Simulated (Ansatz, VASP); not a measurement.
## NaH in VASP and in Ansatz

```
Na H
1.0
     0.00000    2.44000    2.44000
     2.44000    0.00000    2.44000
     2.44000    2.44000    0.00000
Na H
1 1
Direct
  0.98463 0.98463 0.01537
  0.50000 0.50000 0.50000
```

Change from the starting cell: all Na atoms moved +0.075 Å, as atom 1 towards its neighbour atom 2 (H) at 2.440 Å.

Alike in both runs: task single point; functional PBE; k mesh 8 × 8 × 8; occupations gaussian, width 0.05 eV; no spin polarisation.

|  | VASP | Ansatz |
| --- | --- | --- |
| version | VASP 6.6.1 | Ansatz 0.2.0 |
| potentials or method | VASP PAW PBE potentials, release 64 (Na_pv, H) | scalar-relativistic, plane waves, PAW |
| plane-wave cutoff (eV) | 520 | 420 |
| valence electrons in the cell | 8 | 10 |

```csv
,VASP,Ansatz,Ansatz less VASP
gap on the k mesh at the Fermi level (eV),3.71,3.71,+0.002
least direct gap on the mesh (eV),4.55,4.56,+0.004
pressure (GPa),-0.6,-0.6,+0.03
largest component of the traceless stress (GPa),0.11,0.11,-0.001
rms of the force components (eV/Å),0.034,0.034,-0.0001
```

Atom by atom the forces differ by 0.000 eV/Å (rms over components). With one functional, cell and mesh, what is left measures potentials, basis and numerics. The two sets of potentials don't hold the same shells in valence.

A k mesh can miss the band edges.
